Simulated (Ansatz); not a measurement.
# TaN (Fm-3m), one atom moved over a plane

All numbers below come from Ansatz, DFT PBE, scalar-relativistic, plane waves, PAW. Settings: plane waves to 420 eV, k-mesh 24×24×24 (Γ-centred), Gaussian smearing 0.15 eV. Spin–orbit coupling is left out, which can shift energies with elements as heavy as these. No spin polarisation. Energies are free energies at this smearing, counted from the undisturbed cell; pressure is positive in compression.

Zero of the scan (relaxed at this level; this rock-salt form isn't the usual structure):

```
Ta N
1.0
     0.00000    2.20863    2.20863
     2.20863    0.00000    2.20863
     2.20863    2.20863    0.00000
Ta N
1 1
Direct
  0.50000 0.50000 0.50000
  0.00000 0.00000 0.00000
```

Atom 2 (N) is moved by p along (0.707, 0.707, 0.000) and q along (0.000, 0.000, 1.000) (Å), all else fixed. Points are written (p, q).

Energy above the undisturbed cell in eV/cell (a dash: not computed):

```csv
p \ q,-0.600,-0.300,0.000,0.300,0.600
-0.600,3.13,2.00,1.84,2.00,3.13
-0.300,3.07,0.78,0.39,0.78,3.07
0.000,3.12,0.43,0.00,0.43,3.12
0.300,3.07,0.78,0.39,0.78,3.07
0.600,3.13,2.00,1.84,2.00,3.13
```

Pressure in GPa:

```
 p \ q  -0.600  -0.300  0.000  0.300  0.600
-0.600    90.2    60.5   54.3   60.5   90.2
-0.300    79.0    26.7   14.2   26.7   79.0
 0.000    76.5    15.3    0.0   15.3   76.5
 0.300    79.0    26.7   14.2   26.7   79.0
 0.600    90.2    60.5   54.3   60.5   90.2
```